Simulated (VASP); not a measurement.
# InAs: relaxation of the cell

InAs, Fm-3m (no. 225), 2 atoms in the cell. PBE; PAW potentials In, As (PBE set).

## Input

INCAR:
```
SYSTEM = InAs
PREC     = Accurate       ! precision mode
ENCUT    = 600            ! plane-wave cutoff, eV
EDIFF    = 1E-7           ! SCF threshold, eV
ISMEAR   = 0              ! smearing method
SIGMA    = 0.02           ! smearing width, eV
LREAL    = .FALSE.        ! projectors in reciprocal space
LASPH    = .TRUE.         ! aspherical terms in the spheres
ALGO     = Normal         ! electronic algorithm
NELM     = 100            ! most SCF steps
ISIF     = 3              ! what is computed and relaxed
LWAVE    = .FALSE.        ! write WAVECAR
LCHARG   = .FALSE.        ! write CHGCAR
IBRION   = 2              ! ionic algorithm
NSW      = 30             ! ionic steps
EDIFFG   = -0.005         ! ionic threshold
```

KPOINTS:
```
k-points
0
Gamma
  8 8 8
```

POSCAR:
```
InAs
1.0
    0.0000000000      2.8773040000      2.8773040000
    2.8773040000      0.0000000000      2.8773040000
    2.8773040000      2.8773040000      0.0000000000
In As
1 1
Direct
    0.5000000000      0.5000000000      0.5000000000
    0.0000000000      0.0000000000      0.0000000000
```

Commands:
```
cat potpaw_PBE.64/In/POTCAR potpaw_PBE.64/As/POTCAR > POTCAR
mpirun -np 1 vasp_std > vasp.out
```

## Result

- Volume (A^3): 47.864
- Pressure left (GPa): 0.01
- Ionic steps: 3
- SCF steps in all: 25

Ionic steps:

| Step | Energy (eV) | Volume (A^3/atom) | Pressure (GPa) | SCF steps |
|---|---|---|---|---|
| 1 | -7.32262 | 23.8208 | 0.31 | 14 |
| 2 | -7.32279 | 23.9816 | -0.12 | 6 |
| 3 | -7.32283 | 23.9318 | 0.01 | 5 |

VASP 6.6.1 took 24 s on 1 core (Intel Xeon Platinum 8488C (Sapphire Rapids)), a shared host.
